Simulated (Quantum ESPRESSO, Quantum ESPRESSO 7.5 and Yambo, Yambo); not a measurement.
# PbS (Galena): G0W0 on several meshes in Yambo

How does the mesh move the gap of PbS (Galena)?

Program: Quantum ESPRESSO 7.5 and Yambo 5.3.0. Level of theory: PBE and many-body steps on it, plane waves. Results are calculated unless marked as measured.

The database entry behind the starting cell differs from later determinations by our own check (about 0.1 % short), so it need not match the best structure at ambient conditions.

### 1. The structure

It takes space group Fm-3m (No. 225, cubic). Conventional cell: a = 5.931 Å, b = 5.931 Å, c = 5.931 Å, α = 90.00°, β = 90.00°, γ = 90.00°. Nearest to Pb lie 6 S at 2.97 Å. S has 6 Pb at 2.97 Å nearest. Farther neighbours and most contacts between anions are not listed.

The cell and positions come from the Crystallography Open Database and are kept as given unless a step says otherwise. Spin-orbit coupling is left out unless a step names it.

### 2. Empty states on the mesh, 4×4×4 mesh, 629 bands

This step: Quantum ESPRESSO 7.5; DFT, PBE, plane waves, norm-conserving pseudopotentials.

The sums over transitions need many empty states on a uniform mesh; this step solves for them.

The input, pw.in:

```
&control
  calculation = 'nscf'
  prefix = 'x'
  outdir = 'o'
  pseudo_dir = 'pseudo'
/
&system
  ibrav = 0
  nat = 2
  ntyp = 2
  ecutwfc = 76.0
  nbnd = 629
  force_symmorphic = .true.
/
&electrons
  conv_thr = 1e-9
  electron_maxstep = 80
  diago_full_acc = .true.
  diago_thr_init = 5e-6
/
ATOMIC_SPECIES
  Pb 207.2 Pb.upf
  S 32.06 S.upf
CELL_PARAMETERS angstrom
  0.0000000000 2.9657500000 2.9657500000
  2.9657500000 0.0000000000 2.9657500000
  2.9657500000 2.9657500000 0.0000000000
ATOMIC_POSITIONS crystal
  Pb 0.0000000000 0.0000000000 0.0000000000
  S 0.5000000000 0.5000000000 0.5000000000
K_POINTS automatic
  4 4 4 0 0 0
```

The run is started by

```sh
$ OMP_NUM_THREADS=1 mpirun -n 4 pw.x -nk 4 -in pw.in > pw.out
```

The program printed:

```text
Program PWSCF v.7.5 starts

     This program is part of the open-source Quantum ESPRESSO suite
     for quantum simulation of materials; please cite
         "P. Giannozzi et al., J. Phys.:Condens. Matter 21 395502 (2009);
         "P. Giannozzi et al., J. Phys.:Condens. Matter 29 465901 (2017);
         "P. Giannozzi et al., J. Chem. Phys. 152 154105 (2020);
     in publications or presentations arising from this work. More details at

     Atomic positions and unit cell read from directory:
     o/x.save/

     Message from routine setup:
[...]
63.0714  63.0714  63.9241  65.5833  66.5053  66.5053  67.3584  67.9806
     [... 67 further rows ...]
   292.6337 292.6337 292.6819 292.6819 293.1140 293.2097 293.2097 293.7943
   293.7943 294.2646 295.0124 295.0124 295.2783

          k = 0.3536 0.0000 0.0000 (  3928 PWs)   bands (ev):

     [... further k-points ...]

     highest occupied, lowest unoccupied level (ev):     9.9081   10.2763

     XML data file, pseudopotentials, collected wavefunctions

=------------------------------------------------------------------------------=
   JOB DONE.
=------------------------------------------------------------------------------=
```

The job ended after 92 s (4 MPI ranks of Intel Xeon Platinum 8259CL at 2.50GHz (Skylake/Cascade Lake), shared host; peak memory 1.3 GiB).

Numbers from this step:

- gap: 0.3682 eV
- k of the valence top: 0, 0, -0.5
- k of the conduction bottom: 0, 0, -0.5
- least direct gap: 0.3682 eV
- k points computed: 8
- lowest point of the top converged band, above the valence top: 285.1049 eV

On this mesh the gap is 0.368 eV.

The density comes from a self-consistent run that is not shown.

### 3. Conversion and set-up

This step: Yambo 5.3.0; conversion and set-up on PBE, plane waves, norm-conserving pseudopotentials.

The states are converted to the many-body program's format and the q mesh is built.

The run is started by

```sh
$ (cd o/x.save; p2y > p2y.log; mv SAVE ../..); yambo > setup.log
```

The program printed:

```text
 Yambo, version 5.3.0

 [02] CORE Variables Setup
 =========================

  [02.01] Unit cells
  ==================

  Cell kind             :  FCC
  Atoms in the cell     :  Pb  S
  number of Pb atoms    :  1
  number of S  atoms    :  1

  List of atomic masses
  Mass of Pb    :  207.2000
  Mass of S     :  32.06000

  List of atomic coordinates    : [cc]
  Pb1       :  0.000000  0.000000  0.000000  order 1
  S1       :  5.604455  5.604455  5.604455  order 2

  Alat factors          :  5.604455  5.604455  5.604455 [a.u.]
  Direct lattice volume :  352.0710 [a.u.]
[...]
==========================================

 IBZ Q-points                                      :   8
 BZ  Q-points                                      :   64

 K/Q-points units:
 rlu = crystal or reduced units; cc = cartesian coordinates; iku = interal k-units

 Q [1]          [rlu]:  0.000000  0.000000  0.000000
 Q [2]          [rlu]:  0.43103E-17  0.43103E-17  0.25000
 Q [3]          [rlu]: -0.86205E-17 -0.86205E-17 -0.50000
[...]
Q [7]          [rlu]:  0.66086E-16 -0.50000     -0.50000
 Q [8]          [rlu]:  0.250000 -0.500000 -0.250000

  [03.01] X indexes
  =================

   [03.01.01] Sigma indexes
   ========================

 [06] Game Over & Game summary
```

It took 4 s on 1 MPI rank; peak memory 0.25 GiB.

### 4. 4×4×4

Now the one-shot GW correction: screening in the RPA, then the self-energy of the levels asked for.

This step: G0W0 on PBE, plane waves, norm-conserving pseudopotentials.

The input, gw2.in:

```
HF_and_locXC
gw0
dyson
ppa
em1d
rim_cut
RandQpts= 1000000
RandGvec= 1 RL
EXXRLvcs= 76 Ry
VXCRLvcs= 304 Ry
Chimod= "HARTREE"
% BndsRnXp
 1 | 265 |
%
NGsBlkXp= 17 Ry
% LongDrXp
 1 | 1 | 1 |
%
% GbndRnge
 1 | 265 |
%
DysSolver= "n"
ExtendOut
PPAPntXp= 27.21138 eV
% QPkrange
 3 | 3 | 13 | 16 |
 1 | 1 | 13 | 16 |
%
```

The run is started by

```sh
$ OMP_NUM_THREADS=1 mpirun -n 4 yambo -F gw2.in -J gw2 -C gw2 > gw2.log
```

The program printed:

```text
 Yambo, version 5.3.0

 [02] CORE Variables Setup
 =========================

  [... cell, symmetries and grids as in the set-up ...]

  [02.05] Energies & Occupations
  ==============================

  [X] === General ===
  [X] Electronic Temperature                        :  0.000000  0.000000 [eV K]
  [X] Bosonic    Temperature                        :  0.000000  0.000000 [eV K]
  [X] Finite Temperature mode                       : no
  [X] El. density                                   :  0.53669E+24 [cm-3]
  [X] Fermi Level                                   :  9.908065 [eV]

  [X] === Gaps and Widths ===
  [X] Conduction Band Min                           :  0.368214 [eV]
  [X] Valence Band Max                              :  0.000000 [eV]
  [X] Filled Bands                                  :  14
  [X] Empty Bands                                   :    15   629
  [X] Direct Gap                                    :  0.368214 [eV]
  [X] Direct Gap localized at k                     :  3
  [X] Indirect Gap                                  :  0.368214 [eV]
  [X] Indirect Gap between kpts                     :  3  3
  [X] Last valence band width                       :  3.438853 [eV]
  [X] 1st conduction band width                     :  4.848504 [eV]

 [03] Transferred momenta grid and indexing
 ==========================================

 IBZ Q-points                                      :   8
 BZ  Q-points                                      :   64

 K/Q-points units:
 rlu = crystal or reduced units; cc = cartesian coordinates; iku = interal k-units

 Q [1]          [rlu]:  0.000000  0.000000  0.000000
 Q [2]          [rlu]:  0.43103E-17  0.43103E-17  0.25000
 Q [3]          [rlu]: -0.86205E-17 -0.86205E-17 -0.50000
 Q [4]          [rlu]: -0.33043E-16  0.25000      0.25000
 Q [5]          [rlu]: -0.18562E-16  0.25000      0.50000
 Q [6]          [rlu]: -0.86205E-17  0.25000     -0.25000
 Q [7]          [rlu]:  0.66086E-16 -0.50000     -0.50000
 Q [8]          [rlu]:  0.250000 -0.500000 -0.250000

 [04] Coloumb potential Random Integration (RIM)
 ===============================================

  [04.01] RIM initialization
  ==========================

  * Diagonal components only detected *

  8 x (sBL volume)        :  0.088068 [a.u.]
  sBZ random points       :  1000000
  Points outside the sBZ  :   7987327
  RL volume               :  0.704546 [a.u.]
  Integrated volume       :  0.705664 [a.u.]

  [04.02] RIM integrals
  =====================

  Gamma point sphere radius             :  0.080703 [a.u.]
  Points outside the sphere             :   799513
  [Int_sBZ(q=0) 1/q^2]*(Vol_sBZ)^(-1/3) =:  7.764325
                                 should be <:  7.795600

  Summary of Coulomb integrals for non-metallic bands |Q|[au] RIM/Bare

  Q [1] 0.100000E-4 0.995988 * Q [2] 0.242726 1.066424
  Q [4] 0.280276 1.065091 * Q [6] 0.396371 1.027349
  Q [5] 0.464786 1.020660 * Q [3] 0.485453 1.018022
  Q [7] 0.560553 1.014689 * Q [8] 0.626717 1.011752

 [WARNING] [Xp] User bands 1-265 break level degeneracy

 [05] Dipoles
 ============

  [05.01] Setup: observables and procedures
  =========================================

 [06] Dynamic Dielectric Matrix (PPA)
 ====================================

 [WR./gw2//ndb.pp]---------------------------------------------------------------
  Brillouin Zone Q/K grids (IBZ/BZ)                :    8   64    8   64
  RL vectors                                       :   4909 [WF]
  Coulomb cutoff potential                         : none
  Electronic Temperature                           :  0.000000 [K]
  Bosonic    Temperature                           :  0.000000 [K]
  PPA    diel. fun.  energies                      : Perdew, Burke & Ernzerhof(X)+Perdew, Burke & Ernzerhof(C)
  wavefunctions                                    : Perdew, Burke & Ernzerhof(X)+Perdew, Burke & Ernzerhof(C)
  Global Gauge                                     : length
  X matrix size                                    :   459
  X band range                                     :    1  265
  X e/h energy range                               : -1.000000 -1.000000 [eV]
  X Time ordering                                  : R
  X Hxc Kernel                                     : HARTREE
  X Drude frequency                                :  0.000000  0.000000
  X poles                                          :  100.0000 [o/o]
  RL vectors in the sum                            :   4909
  [r,Vnl] included                                 : yes
  Field direction                                  :  0.577350E-5  0.577350E-5  0.577350E-5
  BZ energy Double Grid                            : no
  BZ energy DbGd points                            : 0
  BZ Q point size factor                           : -1.000000
  X Optical Averaged directions                    : none

 [07] Local Exchange-Correlation + Non-Local Fock
 ================================================

 [VXC] Plane waves :  31283
 [EXS] Plane waves :   3943

 QP @ state[ 1 ] K range:  1  1
 QP @ state[ 1 ] b range:  13  16
 QP @ state[ 2 ] K range:  3  3
 QP @ state[ 2 ] b range:  13  16

 [xc] Functional : Perdew, Burke & Ernzerhof(X)+Perdew, Burke & Ernzerhof(C)
 [xc] LIBXC used to calculate xc functional
  PP Number of Atomic Species                      :  2
  NLCC RL compoments                               :  31283
  PP Number of Atomic Species                      :  2
  NLCC RL compoments                               :  31283

 [xc] E_xc :  -18.16916 [Ha]
      E_xc :  -36.33832 [Ry]

  Local XC kind (lXC) : Perdew, Burke & Ernzerhof(X)+Perdew, Burke & Ernzerhof(C)
  Non-Local XC kind (nlXC) : Hartree-Fock

  Corrections @ K [1] :  [eV]
 <13|nlXC|13> = -15.59522  0.73236E-17 <13|lXC|13> = -12.64450  0.000000
 <14|nlXC|14> = -15.59521  0.11818E-16 <14|lXC|14> = -12.64450  0.000000
 <15|nlXC|15> = -7.033308 -0.96758E-18 <15|lXC|15> = -12.02605  0.000000
 <16|nlXC|16> = -7.033277 -0.13481E-17 <16|lXC|16> = -12.02605  0.000000

  Corrections @ K [3] :  [eV]
 <13|nlXC|13> = -15.82663  0.13984E-16 <13|lXC|13> = -13.03233  0.18882E-15
 <14|nlXC|14> = -15.17322  0.51255E-17 <14|lXC|14> = -13.95007  0.000000
 <15|nlXC|15> = -6.682052  0.72620E-17 <15|lXC|15> = -9.983040 -0.94408E-16
 <16|nlXC|16> = -7.286844  0.26102E-18 <16|lXC|16> = -10.96201  0.94408E-16

 [08] Dyson equation: Newton solver
 ==================================

  [08.01] G0W0 (W PPA)
  ====================

  [  GW  ] Bands range     :    1  265
  [GW/PPA] G damping       :  0.100000 [eV]

  QP @ state[ 1 ] K range:  1  1
  QP @ state[ 1 ] b range:  13  16
  QP @ state[ 2 ] K range:  3  3
  QP @ state[ 2 ] b range:  13  16

   Sc/G bands                                       :    1  265
   Sc/G damping                                     :  0.100000 ev
   Sc bands terminator                              : no
   Sx RL components                                 :   3943

   QP @ state[ 1 ] K range                          :  1  1
   QP @ state[ 1 ] b range                          :  13  16
   QP @ state[ 2 ] K range                          :  3  3
   QP @ state[ 2 ] b range                          :  13  16
   GF energies kind                                 : Perdew, Burke & Ernzerhof(X)+Perdew, Burke & Ernzerhof(C)
   GF WF`s kind                                     : Perdew, Burke & Ernzerhof(X)+Perdew, Burke & Ernzerhof(C)
   Xs energies kind                                 : Perdew, Burke & Ernzerhof(X)+Perdew, Burke & Ernzerhof(C)
   Xs WF`s kind                                     : Perdew, Burke & Ernzerhof(X)+Perdew, Burke & Ernzerhof(C)

 [11] Game Over & Game summary
```

Run time: 11 min. Hardware: 4 MPI ranks; peak memory 2.1 GiB.

Numbers from this step:

- G0W0 gap on the points computed: 0.6850 eV
- starting gap on the mesh: 0.3682 eV
- k of the valence top: 0, 0, -0.5
- k of the conduction bottom: 0, 0, -0.5
- least direct G0W0 gap on the computed points: 0.6850 eV
- Z at the valence top: 0.7842
- Z at the conduction bottom: 0.8078

The gap on the mesh goes from 0.37 eV to 0.68 eV, a correction of +0.32 eV.

### 5. Empty states on the mesh, 2×2×2 mesh, 265 bands

This step: Quantum ESPRESSO 7.5; DFT, PBE, plane waves, norm-conserving pseudopotentials.

pw.in, as its differences from that of step 2:

```diff
@@ -11,3 +11,3 @@
   ecutwfc = 76.0
-  nbnd = 629
+  nbnd = 265
   force_symmorphic = .true.
@@ -31,2 +31,2 @@
 K_POINTS automatic
-  4 4 4 0 0 0
+  2 2 2 0 0 0
```

The run is started by

```sh
$ OMP_NUM_THREADS=1 mpirun -n 4 pw.x -nk 4 -in pw.in > pw.out
```

The program printed:

```text
[banner, memory and clock lines left out]
Program PWSCF v.7.5 starts

     Atomic positions and unit cell read from directory:
     o/x.save/

     Message from routine setup:
     using ibrav=0 with symmetry is DISCOURAGED, use correct ibrav instead

     Message from routine divide_et_impera:
     suboptimal parallelization: some nodes have no k-points

     G-vector sticks info

     bravais-lattice index     =            0
     lattice parameter (alat)  =       7.9259  a.u.
     unit-cell volume          =     352.0710 (a.u.)^3
     number of atoms/cell      =            2
[...]
[... 22 further rows ...]
[...]
160.5390

          k =-0.3536-0.3536 0.3536 (  3906 PWs)   bands (ev):

[...]
[... 22 further rows ...]
[...]
162.6860

          k =-0.7071 0.0000 0.0000 (  3940 PWs)   bands (ev):

[...]
63.2005  65.5408  65.5408  65.7599  66.2308  67.1825  67.7594  67.7594
     [... 22 further rows ...]
   161.3799 161.8432 162.0470 162.0826 162.0826 162.9721 162.9721 163.4744
   163.7120

     highest occupied, lowest unoccupied level (ev):     9.9081   10.2763

     XML data file, pseudopotentials, collected wavefunctions
```

Wall time 12 s (4 MPI ranks); peak memory 0.51 GiB; 45 s of CPU time.

This step gave:

```yaml
gap: 0.3682 eV
k_of_the_valence_top: 0, 0, -0.5
k_of_the_conduction_bottom: 0, 0, -0.5
least_direct_gap: 0.3682 eV
k_points_computed: 3
lowest_point_of_the_top_converged_band_above_the_valence_top: 150.6310 eV
```

On this mesh the gap is 0.368 eV.

(Continued in part 2 of 2.)

[Paths, hosts, dates, memory and timing lines, banners, echoed tables and standing remarks are left out of the program output.]

[Logs are printed without paths, hosts, clocks, repeated set-up lines and the standing remarks that a program may print on its own settings, such as how far it seeks lower states.]

[Runs of the session that timed out or met a known fault of the program may be left out.]

[Hosts, paths, dates, database ids (printed as entryN), source tags and the programs' standing remarks are cut or masked in the printed files.]
